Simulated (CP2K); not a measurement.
# ZnS (Wurtzite-2H) (P6_3mc) in CP2K: single point with PBE

Aim: the single point of ZnS (Wurtzite-2H) with PBE.

Everything below comes from runs of CP2K 2026.2. Logs are shortened: lines on timing, memory, paths and dates and some standing lists are left out, and cuts for length are marked.

**Measured values to compare with.**

A printed reference work, monograph reports, for a bulk crystal of ZnS at 4 K: band gap 3.911 eV (direct).

The results are compared with them further down.

**1. Starting point**

Symmetry: P6_3mc, No. 186, hexagonal system. The conventional cell has a = 3.811 Å, b = 3.811 Å, c = 6.234 Å, α = 90.00°, β = 90.00°, γ = 120.00°. Zn (site symmetry 3m) has 4 S at 2.31 to 2.40 Å as nearest neighbours. S (site symmetry 3m) has 4 Zn at 2.31 to 2.40 Å as nearest neighbours.

**2. Single point, PBE**

zns_scf.inp

```
&GLOBAL
  PROJECT zns_scf
  RUN_TYPE ENERGY_FORCE
  PRINT_LEVEL LOW
&END GLOBAL
&FORCE_EVAL
  METHOD QS
  STRESS_TENSOR ANALYTICAL
  &DFT
    BASIS_SET_FILE_NAME BASIS_MOLOPT_UZH
    POTENTIAL_FILE_NAME POTENTIAL_UZH
    &MGRID
      CUTOFF 450
      REL_CUTOFF 60
      NGRIDS 4
    &END MGRID
    &QS
      METHOD GPW
      EPS_DEFAULT 1.0E-10
    &END QS
    &KPOINTS
      SCHEME MONKHORST-PACK 8 8 5
      GAMMA_CENTERED T
      SYMMETRY T
      SYMMETRY_BACKEND SPGLIB
    &END KPOINTS
    &SCF
      SCF_GUESS ATOMIC
      EPS_SCF 1.0E-6
      MAX_SCF 100
      ADDED_MOS 14
      CHOLESKY OFF
      EPS_EIGVAL 1.0E-7
      &DIAGONALIZATION ON
        ALGORITHM STANDARD
      &END DIAGONALIZATION
      &MIXING ON
        METHOD BROYDEN_MIXING
        ALPHA 0.4
        BETA 1.5
        NBUFFER 8
      &END MIXING
      &SMEAR ON
        METHOD GAUSSIAN
        SIGMA [eV] 0.011
      &END SMEAR
    &END SCF
    &XC
      &XC_FUNCTIONAL PBE
      &END XC_FUNCTIONAL
    &END XC
    &PRINT
      &KPOINTS ON
      &END KPOINTS
      &MULLIKEN ON
      &END MULLIKEN
      &MO ON
        ENERGIES T
        OCCUPATION_NUMBERS T
        &EACH
          QS_SCF 0
        &END EACH
        ADD_LAST NUMERIC
      &END MO
    &END PRINT
  &END DFT
  &SUBSYS
    &CELL
      A 3.8110000000 0.0000000000 0.0000000000
      B -1.9055000000 3.3004228138 0.0000000000
      C 0.0000000000 0.0000000000 6.2340000000
      PERIODIC XYZ
    &END CELL
    &COORD
      SCALED
      Zn  0.6666666667 0.3333333333 0.5000000000
      Zn  0.3333333333 0.6666666667 0.0000000000
      S   0.6666666667 0.3333333333 0.8850000000
      S   0.3333333333 0.6666666667 0.3850000000
    &END COORD
    &KIND Zn
      BASIS_SET TZVP-MOLOPT-PBE-GTH-q12
      POTENTIAL GTH-PBE-q12
    &END KIND
    &KIND S
      BASIS_SET TZVP-MOLOPT-PBE-GTH-q6
      POTENTIAL GTH-PBE-q6
    &END KIND
    &PRINT
      &ATOMIC_COORDINATES ON
      &END ATOMIC_COORDINATES
      &CELL ON
      &END CELL
      &SYMMETRY ON
      &END SYMMETRY
    &END PRINT
  &END SUBSYS
  &PRINT
    &FORCES ON
    &END FORCES
    &STRESS_TENSOR ON
    &END STRESS_TENSOR
  &END PRINT
&END FORCE_EVAL
```

Potentials or basis: POTENTIAL_UZH Zn GTH-PBE-q12, S GTH-PBE-q6; TZVP-MOLOPT-PBE-GTH basis.

Launch:

```bash
$ OMP_NUM_THREADS=1 cp2k.psmp -i zns_scf.inp -o zns_scf.out
```

zns_scf.out:

```text

 CP2K| version string:                                       CP2K version 2026.2
 CP2K| Input file name                                               zns_scf.inp

 GLOBAL| Force Environment number                                              1
 GLOBAL| Basis set file name                                    BASIS_MOLOPT_UZH
 GLOBAL| Potential file name                                       POTENTIAL_UZH
 GLOBAL| MM Potential file name                                     MM_POTENTIAL
 GLOBAL| Coordinate file name                                      __STD_INPUT__
 GLOBAL| Method name                                                        CP2K
 GLOBAL| Project name                                                    zns_scf
 GLOBAL| Run type                                                   ENERGY_FORCE
 GLOBAL| FFT library                                                       FFTW3
 GLOBAL| Diagonalization library                                       ScaLAPACK
 GLOBAL| Cholesky decomposition library                                ScaLAPACK
 GLOBAL| DGEMM library                                                      BLAS
 GLOBAL| Direct generalized diagonalization requested                          F
 GLOBAL| Matrix multiplication library                                 ScaLAPACK
 GLOBAL| Global print level                                                  LOW
 GLOBAL| Total number of message passing processes                             1
 GLOBAL| Number of threads for this process                                    1
 GLOBAL| CPU model name                                                  UNKNOWN

 CELL| Volume [angstrom^3]:                                            78.410699
 CELL| Vector a [angstrom]:       3.811     0.000     0.000   |a| =     3.811000
 CELL| Vector b [angstrom]:      -1.906     3.300     0.000   |b| =     3.811000
 CELL| Vector c [angstrom]:       0.000     0.000     6.234   |c| =     6.234000
 CELL| Angle (b,c), alpha [degree]:                                    90.000000
 CELL| Angle (a,c), beta  [degree]:                                    90.000000
 CELL| Angle (a,b), gamma [degree]:                                   120.000000
 CELL| Numerically orthorhombic:                                              NO
 CELL| Periodicity                                                           XYZ

 CELL_REF| Volume [angstrom^3]:                                        78.410699
 CELL_REF| Vector a [angstrom     3.811     0.000     0.000   |a| =     3.811000
 CELL_REF| Vector b [angstrom    -1.906     3.300     0.000   |b| =     3.811000
 CELL_REF| Vector c [angstrom     0.000     0.000     6.234   |c| =     6.234000
 CELL_REF| Angle (b,c), alpha [degree]:                                90.000000
 CELL_REF| Angle (a,c), beta  [degree]:                                90.000000
 CELL_REF| Angle (a,b), gamma [degree]:                               120.000000
 CELL_REF| Numerically orthorhombic:                                          NO
 CELL_REF| Periodicity                                                       XYZ

 GENERATE|  Preliminary Number of Bonds generated:                             0
 GENERATE|  Achieved consistency in connectivity generation.

 *******************************************************************************
[... 125 lines left out ...]
    13 Broy./Diag. 0.40E+00    4.2     0.00000759      -141.6786042556  5.46E-06
    14 Broy./Diag. 0.40E+00    4.2     0.00000218      -141.6786162954 -1.20E-05
    15 Broy./Diag. 0.40E+00    4.2     0.00000160      -141.6786209677 -4.67E-06
    16 Broy./Diag. 0.40E+00    4.3     0.00000068      -141.6786220122 -1.04E-06

  *** SCF run converged in    16 steps ***

  Electronic density on regular grids:        -35.9999999535        0.0000000465
  Core density on regular grids:               35.9999999963       -0.0000000037
  Total charge density on r-space grids:        0.0000000429
  Total charge density g-space grids:           0.0000000429

  Overlap energy of the core charge distribution:               0.00000000363894
  Self energy of the core charge distribution:               -207.90703237349445
  Core Hamiltonian energy:                                     61.90312552539412
  Hartree energy:                                              26.93201959678937
  Exchange-correlation energy:                                -22.60673476456506
  Smearing free energy correction:                              0.00000000000000
  Fermi energy:                                                 0.18306731398831

  Total energy:                                              -141.67862201223704
  Total energy (extrapolated to sigma->0):                   -141.67862201223704

 MO| EIGENVALUES AND OCCUPATION NUMBERS FOR K POINT 1
 MO|
 MO|  Index      Eigenvalue [a.u.]        Eigenvalue [eV]             Occupation
 MO|      1              -0.322049              -8.763394               2.000000
 MO|      2              -0.320448              -8.719845               2.000000
 MO|      3              -0.110154              -2.997456               2.000000
 MO|      4              -0.108279              -2.946418               2.000000
 MO|      5              -0.108111              -2.941853               2.000000
 MO|      6              -0.106066              -2.886208               2.000000
[... 531 lines left out ...]
 MO|     31               0.661629              18.003831               0.000000
 MO|     32               0.677456              18.434506               0.000000
 MO| Sum:                                                              36.000000
 MO| E(Fermi):            0.183067 a.u.          4.981515 eV
 MO| Band gap:            0.224021 a.u.          6.095922 eV

 [... the levels of further k-points ...]

 !-----------------------------------------------------------------------------!
                     Mulliken Population Analysis

 #  Atom  Element  Kind  Atomic population                           Net charge
       1     Zn       1         11.603592                              0.396408
       2     Zn       1         11.603590                              0.396410
       3     S        2          6.396409                             -0.396409
       4     S        2          6.396409                             -0.396409
 # Total charge                             36.000000                  0.000000

 !-----------------------------------------------------------------------------!

 ENERGY| Total FORCE_EVAL ( QS ) energy [hartree]           -141.678620729932874

 FORCES| Atomic forces [hartree/bohr]
 FORCES|   Atom     x               y               z               |f|
 FORCES|      1  1.05217470E-06 -6.14987061E-07  7.36067732E-03   7.36067742E-03
 FORCES|      2 -1.05211023E-06  6.11998092E-07  7.36066342E-03   7.36066352E-03
 FORCES|      3  9.74612118E-07 -5.61896755E-07 -6.55108071E-03   6.55108081E-03
 FORCES|      4 -9.74675922E-07  5.64884989E-07 -6.55109662E-03   6.55109672E-03
 FORCES| Sum     6.65096830E-13 -7.35251729E-13  1.61916341E-03
 FORCES| Total atomic force                                       1.61916341E-03

 STRESS| Analytical stress tensor [bar]
 STRESS|                        x                   y                   z
 STRESS|      x        3.45474989804E+04   5.62528302158E+00  -4.56890411852E-04
 STRESS|      y        5.62528302158E+00   3.45542869904E+04   6.14687342807E-03
 STRESS|      z       -4.56890411852E-04   6.14687342807E-03   1.43587683016E+04
 STRESS| 1/3 Trace                                             2.78201847575E+04
 STRESS| Determinant                                           1.71409830222E+13

 STRESS| Eigenvectors and eigenvalues of the analytical stress tensor [bar]
 STRESS|                        1                   2                   3
 STRESS| Eigenvalues   1.43587683016E+04   3.45443231240E+04   3.45574628468E+04
 STRESS|      x           0.000000022716      0.870804863894      0.491628812233
 STRESS|      y          -0.000000304375     -0.491628812233      0.870804863894
 STRESS|      z           1.000000000000     -0.000000169420      0.000000253883
```

Wall time 80 s (1 thread of Arm Neoverse V2, shared host); peak memory 0.48 GiB.

Results:

* Free energy: -3855.2713 eV
* Pressure: 2.8 GPa
* Band gap on the k mesh: 2.21 eV, direct
* Mulliken charges: Zn +0.40; S -0.40 e

Levels at points of the mesh, in eV from the valence-band top:
| k point | band 15 | band 16 | band 17 | band 18 | band 19 | band 20 | band 21 | band 22 |
| --- | --- | --- | --- | --- | --- | --- | --- | --- |
| (0.00, 0.00, 0.00) | -0.87 | -0.02 | -0.02 | 0.00 | 2.21 | 2.98 | 6.32 | 6.32 |
| (0.00, 0.50, 0.00) | -3.17 | -2.27 | -1.57 | -1.00 | 3.65 | 4.26 | 5.22 | 7.28 |

Caveat: Mulliken charges move with the basis; the basis of atomic orbitals isn't converged, which shifts pressures, moduli and gaps.

**3. How close it comes**

Step 2. Against the measured gap of ZnS, 3.911 eV (direct; 4 K; a printed reference work, monograph), the calculated 2.21 eV is off by -1.70 eV. The value is that of PBE in an atomic basis (POTENTIAL_UZH Zn GTH-PBE-q12, S GTH-PBE-q6; TZVP-MOLOPT-PBE-GTH basis), whose error adds to the functional's,, without temperature or zero-point motion. Semilocal functionals fall short of measured gaps as a rule.
